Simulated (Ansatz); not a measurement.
Here is an Ansatz 0.2.0 calculation.

File input.yaml:

```yaml
crystal:
  lattice:
    - [3.02327, 0.0, 0.0]
    - [0.0, 4.96468, 0.0]
    - [0.0, 0.0, 5.97696]
  atoms:
    - { symbol: Sn, position: [0.5, 0.5, 0.0] }
    - { symbol: O, position: [0.0, 0.5, 0.77572] }
    - { symbol: O, position: [0.0, 0.5, 0.22428] }
kpoints:
  mp_grid: { grid: [7, 4, 4] }
  band_path:
    path:
      - [0.0, 0.0, 0.0]
      - [0.5, 0.0, 0.0]
      - [0.5, 0.5, 0.0]
      - [0.0, 0.5, 0.0]
      - [0.0, 0.0, 0.0]
      - [0.0, 0.0, 0.5]
      - [0.5, 0.0, 0.5]
      - [0.5, 0.5, 0.5]
    npoints: 8
scf:
  occupations: { method: fermi_dirac, width: 0.05 }
hamiltonian:
  xc: pbe
  pseudopotentials: { kind: all_electron, lapw: { basis_error: 0.002 } }
magnetization:
  noncollinear: true
  spin_orbit: true
output:
  forces: true
  stress: true
  eigenvalues: true
```

Potentials or basis: all-electron LAPW, relativistic spinors.

Run with:

```console
$ ansatz run input.yaml --threads 2 --pin off --max-ram 6144MiB --backend cpu --events-out ev --progress --plain --runs-dir out
```

Problem. Estimate the pressure.

Solution. 0.4 GPa.

Problem. What does it give for the largest force?

Solution. 0.010 eV/Å.

Problem. What does it give for the band gap along the path?

Solution. 1.30 eV, indirect (least direct gap 1.88 eV).

Levels at the corners of the path, in eV from the valence-band top:
| point | band 46 | band 47 | band 48 | band 49 | band 50 | band 51 |
| --- | --- | --- | --- | --- | --- | --- |
| Γ | -0.81 | -0.57 | -0.57 | 1.30 | 1.30 | 4.68 |
| X | -0.81 | 0.00 | 0.00 | 3.69 | 3.69 | 3.88 |
| S | -0.85 | 0.00 | 0.00 | 2.76 | 2.76 | 4.07 |
| Y | -0.80 | -0.57 | -0.57 | 2.07 | 2.07 | 3.24 |
| Γ | -0.81 | -0.57 | -0.57 | 1.30 | 1.30 | 4.68 |
| Z | -1.07 | -0.60 | -0.60 | 1.75 | 1.75 | 4.70 |
| U | -0.86 | -0.40 | -0.40 | 3.77 | 3.77 | 3.90 |
| R | -0.91 | -0.40 | -0.40 | 2.80 | 2.80 | 4.18 |

As with any semilocal functional, this PBE gap is likely too small.
